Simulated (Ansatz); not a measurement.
# Relaxing SiS3

Computed with Ansatz 0.2.0, DFT PBE, scalar-relativistic, plane waves, PAW. Cutoff 420 eV, Γ-centred k mesh, Gaussian smearing, no spin polarisation in the final step.

This is the end of a relaxation of cell and atoms.

```yaml
crystal:
  lattice:
    - [5.05094, 0.00000, 0.00000]
    - [0.00000, 5.05094, 0.00000]
    - [0.00000, 0.00000, 5.05094]
  atoms:
    - { symbol: Si, position: [0.00000, 0.00000, 0.00000] }
    - { symbol: Si, position: [0.50000, 0.50000, 0.50000] }
    - { symbol: S, position: [0.00000, 0.50000, 0.25000] }
    - { symbol: S, position: [0.00000, 0.50000, 0.75000] }
    - { symbol: S, position: [0.25000, 0.00000, 0.50000] }
    - { symbol: S, position: [0.75000, 0.00000, 0.50000] }
    - { symbol: S, position: [0.50000, 0.75000, 0.00000] }
    - { symbol: S, position: [0.50000, 0.25000, 0.00000] }
```

Energies over the elements count from the elements' standard structures at the same level, with no empirical corrections.

Q: What space group does it have?

A: Pm-3n (No. 223). Conventional cell: a = 5.051 Å. Si is coordinated by 12 S at 2.82 Å; around S lie 2 S at 2.53 Å, 4 Si at 2.82 Å and 8 S at 3.09 Å.

Q: What is its formation energy per atom?

A: 0.83 eV/atom.

Q: Is it a metal?

A: Yes, bands cross the Fermi level on the 8×8×8 mesh.

The final run used a 8×8×8 mesh on its 8-atom cell and 0.10 eV smearing. For metals, differences of a few meV/atom aren't resolved. The cell came from a trial start, so SiS3 may not exist in this structure.